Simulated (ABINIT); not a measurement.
GaN:

```
Ga N
1.0
     3.18000    0.00000    0.00000
    -1.59000    2.75396    0.00000
     0.00000    0.00000    5.16600
Ga N
2 2
Direct
  0.66667 0.33333 0.50000
  0.33333 0.66667 0.00000
  0.66667 0.33333 0.87500
  0.33333 0.66667 0.37500
```

Base run:

```yaml
Program: ABINIT 10.8.3 (patched build)
Functional: PBEsol
Potentials_or_basis: PseudoDojo NC SR PBEsol v0.4.1 standard
Cutoff: 980 eV
k_mesh: 8 × 8 × 4
Occupations: fermi-dirac, width 0.05 eV
Spin: no spin polarisation
```

Its results: band gap on the k mesh 1.95 eV, direct; largest force 0.133 eV/Å.

Task: The run is repeated on the same cell with these changes: functional from PBEsol to PBE; potentials or basis from PseudoDojo NC SR PBEsol v0.4.1 standard to PseudoDojo NC SR PBE v0.4.1 standard. What comes out?

Result: Band gap on the k mesh 2.01 eV, direct; largest force 0.138 eV/Å.

